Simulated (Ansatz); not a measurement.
The system is HgTe (Coloradoite).

```
Hg Te
1.0
     0.00000    3.21450    3.21450
     3.21450    0.00000    3.21450
     3.21450    3.21450    0.00000
Hg Te
1 1
Direct
  0.00000 0.00000 0.00000
  0.75000 0.75000 0.75000
```

Base run:

| Quantity | Value |
| --- | --- |
| Program | Ansatz 0.2.0 |
| Functional | RPBE |
| Potentials or basis | Ansatz PAW |
| Cutoff | 420 eV (not typed: the program's choice for these potentials) |
| k mesh | 7 × 7 × 7 |
| Occupations | fermi-dirac, width 0.05 eV |
| Spin | no spin polarisation |

Its results: band gap on the k mesh none (metal or under the smearing width); pressure 6.3 GPa.

Q: After a change of settings the same cell gave: band gap on the k mesh none (metal or under the smearing width); pressure 3.2 GPa. Which change was it?
A. functional from RPBE to CAM-B3LYP; k mesh from 7 × 7 × 7 to 4 × 4 × 4
B. functional from RPBE to revPBE
C. functional from RPBE to LDA; spin from no spin polarisation to spin-orbit coupling, no magnetisation; potential files from those of the base run to others of the same set
D. functional from RPBE to r2SCAN; cutoff from 420 eV (not typed: the program's choice for these potentials) to 500 eV (not typed: the program's choice for these potentials)

A: D.

Caveats: the PAW data sets come from PBE, with cores solved anew for the run's functional, which leaves a small shift of forces and pressure; spin-orbit coupling is left out, which moves the levels of the heavy elements (some runs).

Runs at the PBE level aren't shown here.
